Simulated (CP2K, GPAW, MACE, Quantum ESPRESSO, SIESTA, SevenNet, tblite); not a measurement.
# Quantum ESPRESSO on random wurtzite alloy of AlN and GaN (72 atoms): settings compared

How far do other settings of Quantum ESPRESSO move the forces in random wurtzite alloy of AlN and GaN (72 atoms)? One run of the same program serves as the yardstick.

Program: Quantum ESPRESSO 7.5. Level of theory: the method is named at each step. Results are calculated unless marked as measured.

### Step 1. Set-up

The cell holds 72 atoms: 32 Al, 36 N and 4 Ga. Cell: a = 9.362 Å, b = 9.362 Å, c = 10.009 Å, α = 90.0°, β = 90.0°, γ = 120.0°. It derives from AlN (wurtzite), repeated 3×3×2. Wurtzite AlN, 3 x 3 x 2 conventional cells, 4 of 36 Al sites given to Ga at random (x = 0.111), lattice by Vegard's rule (a = 3.121 Å, c = 5.005 Å); not relaxed, displaced by a Gaussian of 0.02 Å. Then every atom was moved at random, 0.03 Å r.m.s. a Cartesian component.

The yardstick, on the same geometry:

```
method                                           : Kohn-Sham DFT, PBE, SSSP efficiency 1.3.0 pseudopotentials, plane waves (Quantum ESPRESSO 7.5); sssp-pbe-1.3.0-efficiency, cutoffs 70/560 Ry, Γ point
r.m.s. force component                           : 0.9384 eV/Å
longest force                                    : 3.495 eV/Å
pressure                                         : 5.472 GPa
gap (highest filled to lowest empty level) : 3.711 eV
time                                             : 3.2 min on 4 MPI ranks of Arm Neoverse V2, shared host
CPU time                                         : 13 min
```

### Step 2. PBE, gbrv-1.5, 40/200 Ry

Method: Kohn-Sham DFT, PBE, GBRV 1.5 ultrasoft pseudopotentials, plane waves.

pw.in reads:

```
&control
  calculation = 'scf'
  pseudo_dir = './pseudo'
  outdir = './tmp'
  disk_io = 'none'
  tprnfor = .true.
  tstress = .true.
/
&system
  ibrav = 0
  nat = 72
  ntyp = 3
  ecutwfc = 40
  ecutrho = 200
  nosym = .true.
  occupations = 'smearing'
  smearing = 'fd'
  degauss = 0.003675
/
&electrons
  conv_thr = 3.6e-07
  electron_maxstep = 100
  mixing_beta = 0.4
  mixing_mode = 'plain'
  diagonalization = 'david'
/
ATOMIC_SPECIES
Al 26.982 Al.upf
N 14.007 N.upf
Ga 69.723 Ga.upf
CELL_PARAMETERS angstrom
9.36180 0.00000 0.00000
-4.68090 8.10756 0.00000
0.00000 0.00000 10.00920
ATOMIC_POSITIONS crystal
Al 1.00000 0.00388 0.00148
N 0.10571 0.21774 0.05837
Al 0.11484 0.22734 0.25012
N 0.99752 0.00852 0.30637
Al 0.99939 0.00155 0.50097
N 0.10611 0.22133 0.55395
Al 0.10951 0.22379 0.75483
N 0.99925 0.00239 0.81261
Al 0.00288 0.34374 0.00526
N 0.10531 0.55052 0.05827
Al 0.11062 0.55490 0.24848
N 0.00159 0.33347 0.30965
Ga 0.99997 0.33629 0.49725
N 0.11286 0.55450 0.56257
Al 0.10970 0.55586 0.74868
N 0.99994 0.33236 0.80424
Al 0.99546 0.66007 0.00421
N 0.11231 0.88674 0.05926
Al 0.10693 0.88821 0.25198
N 0.99548 0.66779 0.30901
Al 0.98791 0.65853 0.50284
N 0.11239 0.88736 0.56077
Al 0.11625 0.88651 0.74389
N 0.99455 0.67321 0.80505
Al 0.33307 0.99905 0.00125
N 0.44411 0.22020 0.05491
Al 0.44998 0.22250 0.24775
N 0.33099 0.00129 0.31171
Al 0.33154 0.99528 0.49759
N 0.44940 0.21924 0.55584
Al 0.44524 0.22289 0.75385
N 0.32525 0.99906 0.81063
Al 0.33744 0.32588 0.00071
N 0.44973 0.55845 0.05360
Al 0.43920 0.55234 0.24830
N 0.33735 0.33953 0.31439
Al 0.33714 0.33292 0.50135
N 0.44708 0.56378 0.55137
Al 0.44237 0.55949 0.75402
N 0.33500 0.32858 0.80117
Al 0.32934 0.66303 0.99505
N 0.44184 0.88835 0.06127
Al 0.44675 0.89043 0.24850
N 0.33670 0.67148 0.30839
Al 0.33484 0.66699 0.50202
N 0.44119 0.89221 0.56280
Ga 0.44761 0.89386 0.75017
N 0.33581 0.67266 0.80589
Ga 0.66984 0.00576 0.00315
N 0.77556 0.22301 0.05519
Al 0.78450 0.22402 0.24939
N 0.66716 0.99492 0.31262
Al 0.67010 0.01098 0.50503
N 0.77138 0.22170 0.56268
Al 0.77825 0.21906 0.75308
N 0.66931 0.00298 0.80954
[... 12 atom lines left out ...]
Al 0.66879 0.65922 0.49855
N 0.77576 0.88402 0.55213
Al 0.78061 0.89411 0.74900
N 0.67046 0.66807 0.81425
K_POINTS gamma
```

Command:

```
> OMP_NUM_THREADS=1 mpirun -np 2 pw.x -in pw.in > output.txt
```

Output:

```text
Program PWSCF
     gamma-point specific algorithms are used
     Parallelization info
     sticks:   dense  smooth     PW     G-vecs:    dense   smooth      PW
     Min        2151    1731    429               122511    87599   10906
     Max        2152    1732    430               122524    87600   10907
     Sum        4303    3463    859               245035   175199   21813
     bravais-lattice index     =            0
     lattice parameter (alat)  =      17.6912  a.u.
     unit-cell volume          =    5126.7896 (a.u.)^3
     number of atoms/cell      =           72
     number of atomic types    =            3
     number of electrons       =       352.00
     number of Kohn-Sham states=          211
     kinetic-energy cutoff     =      40.0000  Ry
     charge density cutoff     =     200.0000  Ry
     scf convergence threshold =      3.6E-07
     mixing beta               =       0.4000
     number of iterations used =            8  plain     mixing
     Exchange-correlation=  SLA  PW   PBX  PBC
                           (   1   4   3   4   0   0   0)
     crystal axes: (cart. coord. in units of alat)
               a(1) = (   1.000000   0.000000   0.000000 )
               a(2) = (  -0.500000   0.866026   0.000000 )
               a(3) = (   0.000000   0.000000   1.069153 )
     reciprocal axes: (cart. coord. in units 2 pi/alat)
               b(1) = (  1.000000  0.577350 -0.000000 )
               b(2) = (  0.000000  1.154700  0.000000 )
               b(3) = (  0.000000 -0.000000  0.935320 )
     PseudoPot. # 1 for Al:
     Pseudo is Ultrasoft + core correction, Zval =  3.0
     PseudoPot. # 2 for N :
     Pseudo is Ultrasoft + core correction, Zval =  5.0
     PseudoPot. # 3 for Ga:
     Pseudo is Ultrasoft + core correction, Zval = 19.0
     atomic species   valence    mass     pseudopotential
     Al                3.00    26.98200     Al( 1.00)
     N                 5.00    14.00700     N ( 1.00)
     Ga               19.00    69.72300     Ga( 1.00)
     No symmetry found
   Cartesian axes
     number of k points=     1  Fermi-Dirac smearing, width (Ry)=  0.0037
                       cart. coord. in units 2pi/alat
        k(    1) = (   0.0000000   0.0000000   0.0000000), wk =   2.0000000
     Dense  grid:   122518 G-vectors     FFT dimensions: (  80,  80,  90)
     Smooth grid:    87600 G-vectors     FFT dimensions: (  72,  72,  80)
     Initial potential from superposition of free atoms
     starting charge     347.9208, renormalised to     352.0000
     Starting wfcs are  320 randomized atomic wfcs
     Self-consistent Calculation
     iteration #  1     ecut=    40.00 Ry     beta= 0.40
     total energy              =   -2602.62210774 Ry
     estimated scf accuracy    <      21.24700394 Ry
     iteration #  2     ecut=    40.00 Ry     beta= 0.40
     total energy              =   -2607.24135958 Ry
     estimated scf accuracy    <       0.70290743 Ry
     iteration #  3     ecut=    40.00 Ry     beta= 0.40
     total energy              =   -2607.26631123 Ry
     estimated scf accuracy    <       0.22825550 Ry
     iteration #  4     ecut=    40.00 Ry     beta= 0.40
     total energy              =   -2607.28315289 Ry
     estimated scf accuracy    <       0.03139692 Ry
     iteration #  5     ecut=    40.00 Ry     beta= 0.40
     total energy              =   -2607.28331585 Ry
     estimated scf accuracy    <       0.00632755 Ry
     iteration #  6     ecut=    40.00 Ry     beta= 0.40
     total energy              =   -2607.28389239 Ry
     estimated scf accuracy    <       0.00059222 Ry
     iteration #  7     ecut=    40.00 Ry     beta= 0.40
     total energy              =   -2607.28413079 Ry
     estimated scf accuracy    <       0.00020438 Ry
     iteration #  8     ecut=    40.00 Ry     beta= 0.40
     total energy              =   -2607.28412315 Ry
     estimated scf accuracy    <       0.00004047 Ry
     iteration #  9     ecut=    40.00 Ry     beta= 0.40
     total energy              =   -2607.28413742 Ry
     estimated scf accuracy    <       0.00001003 Ry
     iteration # 10     ecut=    40.00 Ry     beta= 0.40
     End of self-consistent calculation
          k = 0.0000 0.0000 0.0000 ( 10907 PWs)   bands (ev):
   -84.5634 -84.5447 -84.5325 -84.5265 -84.5218 -84.5105 -84.4851 -84.4759
   -84.4643 -84.0423 -84.0353 -84.0227  -7.7872  -7.0516  -6.9688  -6.8686
    -6.8111  -6.6971  -6.6003  -6.5409  -6.5280  -6.4373  -6.3290  -6.3013
    -6.2327  -6.1690  -6.1255  -6.0262  -6.0059  -5.9679  -5.8494  -5.8143
    -5.7554  -5.7399  -5.7077  -5.6557  -5.5797  -5.5121  -5.4660  -5.3530
    -5.2947  -5.2796  -5.2401  -5.1289  -5.0699  -5.0567  -5.0454  -5.0303
    -5.0118  -4.9909  -4.9617  -4.9516  -4.9481  -4.8582  -4.7988  -4.6761
    -4.5369  -4.5261  -4.4209  -4.3907  -4.3425  -4.2366  -4.1346  -4.1109
    -4.0457  -3.8183  -3.7438  -3.5917   1.3503   2.0601   2.1287   2.2624
     2.4368   2.4990   2.5569   2.5759   2.6097   2.6434   2.6711   2.6833
     2.6948   2.7306   2.7653   2.8185   2.8886   2.9371   2.9504   2.9634
     3.0268   3.0331   3.0463   3.0725   3.0814   3.1202   3.1741   3.1933
[...]
7.1597   7.1808   7.2558   7.3135   7.3487   7.5942   7.6679   7.7874
    11.4710  12.5400  12.6216  12.9412  13.0449  13.0821  13.1671  13.2361
    13.3034  13.3331  13.4078  13.4391  13.4623  13.5154  13.5234  13.5502
    13.6456  13.6595  13.7214  13.7330  13.8145  13.8493  13.8996  14.0275
    14.1792  14.2074  14.2888  14.3100  14.3538  14.4804  14.8685  14.9396
    14.9893  15.0373  15.0736
     the Fermi energy is     9.2838 ev
!    total energy              =   -2607.28413882 Ry
     estimated scf accuracy    <       0.00000030 Ry
     smearing contrib. (-TS)   =      -0.00000000 Ry
     internal energy E=F+TS    =   -2607.28413882 Ry
     The total energy is F=E-TS. E is the sum of the following terms:
     one-electron contribution =   -2045.91455750 Ry
     hartree contribution      =    1234.43888779 Ry
     xc contribution           =    -533.73264798 Ry
     ewald contribution        =   -1262.07582113 Ry
     convergence has been achieved in  10 iterations
     Forces acting on atoms (cartesian axes, Ry/au):
     atom    1 type  1   force =     0.00893699   -0.05697476   -0.00661782
     atom    2 type  2   force =     0.02054916    0.07485295    0.00856834
     atom    3 type  1   force =     0.01383696   -0.01980405    0.00806800
     atom    4 type  2   force =     0.08608618   -0.00534453    0.03006117
     atom    5 type  1   force =    -0.00019134   -0.01491208   -0.01546237
     atom    6 type  2   force =     0.06502692   -0.00271822    0.05065996
     atom    7 type  1   force =     0.02294217   -0.02610022   -0.04478646
     atom    8 type  2   force =     0.01421788   -0.00315284   -0.02388121
     atom    9 type  1   force =     0.01858064   -0.11842575   -0.06210627
     atom   10 type  2   force =     0.02143710    0.06370212    0.01629322
     atom   11 type  1   force =     0.00100083    0.03235277    0.03623548
     atom   12 type  2   force =    -0.00929072    0.02870817   -0.07196771
[...]
atom   68 type  2   force =    -0.00502073   -0.08602539   -0.01250052
     atom   69 type  1   force =    -0.06975243    0.06721021   -0.01825059
     atom   70 type  2   force =    -0.01017764    0.02839110    0.05213074
     atom   71 type  1   force =     0.01937309   -0.03152349   -0.01327173
     atom   72 type  2   force =    -0.04449816    0.00855789   -0.03891512
     Total force =     0.534108     Total SCF correction =     0.000787
     Computing stress (Cartesian axis) and pressure
          total   stress  (Ry/bohr**3)                   (kbar)     P=       57.19
   0.00041368   0.00000745   0.00002850           60.85        1.10        4.19
   0.00000745   0.00048416  -0.00000397            1.10       71.22       -0.58
   0.00002850  -0.00000397   0.00026842            4.19       -0.58       39.49
     Message from routine punch:
     Nothing written, as per user request (disk_io='none')
```

Elapsed: 41 s, on 2 MPI ranks of Arm Neoverse V2, shared host; peak memory 0.71 GiB.

Banners, paths, timers and routine set-up lines are dropped from the logs unmarked, and long logs keep their key lines alone; longer cuts are marked.

Numbers from this run, and their distance from the reference:

* r.m.s. force component: 0.9344 eV/Å
* r.m.s. difference of force components: 6.074 meV/Å
* longest difference of force vectors: 24.35 meV/Å
* force difference over r.m.s. force: 0.6473 %
* slope of forces against the reference's: 0.9957
* correlation of force components: 1
* gap (highest filled to lowest empty level): 3.684 eV
* gap difference: -0.0269 eV
* pressure: 5.719 GPa
* pressure difference: 0.2467 GPa

Length of the force difference by element (eV/Å):

```
element  atoms    mean   most
     Al     32  0.0093  0.024
     Ga      4   0.013  0.019
      N     36  0.0097  0.016
```

Levels nearest the highest filled one (eV from it): -0.76, -0.73, -0.69, -0.67, -0.63, -0.61, -0.53, -0.47, -0.44, -0.19, -0.12, 0.00, 3.68, 4.75, 4.83, 5.15, 5.26, 5.29, 5.38, 5.45, 5.52, 5.55, 5.62, 5.65.

The surroundings of Ga67, one of the 4 Ga atoms, nearest first, numbered as they follow in the input and with coordinates relative to it.

| atom | x | y | z | distance (Å) | bonds | Fx | Fy | Fz (eV/Å) |
| --- | --- | --- | --- | --- | --- | --- | --- | --- |
| Ga67 | 0.00 | 0.00 | 0.00 | 0.00 | 4 | -0.48 | 0.26 | 0.64 |
| N68 | 0.00 | -1.76 | 0.62 | 1.87 | 4 | -0.13 | -2.21 | -0.32 |
| N66 | -0.04 | 0.03 | -1.87 | 1.87 | 4 | 1.01 | -0.43 | -1.59 |
| N4 | 1.48 | 0.99 | 0.57 | 1.87 | 4 | 2.21 | -0.14 | 0.77 |
| N52 | -1.55 | 0.88 | 0.64 | 1.89 | 4 | -1.47 | 1.78 | -0.06 |
| N70 | -0.02 | -0.02 | 3.03 | 3.03 | 4 | -0.26 | 0.73 | 1.34 |
| Al1 | 1.52 | 0.96 | -2.48 | 3.06 | 4 | 0.23 | -1.46 | -0.17 |
| Al65 | -0.03 | -1.77 | -2.50 | 3.06 | 4 | 0.33 | 0.81 | 0.31 |
| Al19 | 3.07 | 0.02 | 0.03 | 3.07 | 4 | 0.02 | 0.77 | -0.19 |

Forces lie 0.65 % from the reference's, at 0.11 times its CPU time (on 2 against 4 cores).

### Step 3. Results

| Quantity | Value |
| --- | --- |
| force difference from the reference | QE PBE, gbrv-1.5, 40/200 Ry, 0.65 % |
| its CPU time | 82 s |

In words: PBE on plane waves or a grid with other potentials, cutoffs or grids differs from the reference by 0.65 % (QE PBE, gbrv-1.5, 40/200 Ry) of the r.m.s. force; this holds the reference's own error, so differences of a few per cent don't tell which side is nearer the exact PBE result. One electronic-structure run takes under half the reference's CPU time: QE PBE, gbrv-1.5, 40/200 Ry, at 0.65 % in 82 s against 13 min. At the same functional, the gap of QE PBE, gbrv-1.5, 40/200 Ry lies 0.03 eV below the reference's 3.71 eV. These are spacings on the run's k-points, which needn't hold the band edges. The potentials hold different valence shells: 328 electrons in the reference, 352 in Quantum ESPRESSO with GBRV; this bears on time and differences. The reference's pressure holds the uncorrected Pulay stress of its 70 Ry basis, so small pressure differences, and their order, may be the reference's own error. The reference's stress is far from hydrostatic: its diagonal is 5.9, 6.9, 3.6 GPa, compression counted positive. The host structure and its lattice constant were typed by rule, without a check against the phase diagram. The reference's pressure of 5.5 GPa belongs to a cell and atoms that aren't relaxed at this level. The electronic-structure runs sample only Γ, in a cell whose shortest periodic width is 8 Å.

[Also dropped from logs without a mark: logging warnings of Python, and SIESTA's first energy breakdown and zero terms.]

[Logs are printed without paths, hosts, clocks, repeated set-up lines and the standing remarks that a program may print on its own settings, such as how far it seeks lower states.]

[Hosts, paths, dates, database ids (printed as entryN), source tags and the programs' standing remarks are cut or masked in the printed files.]
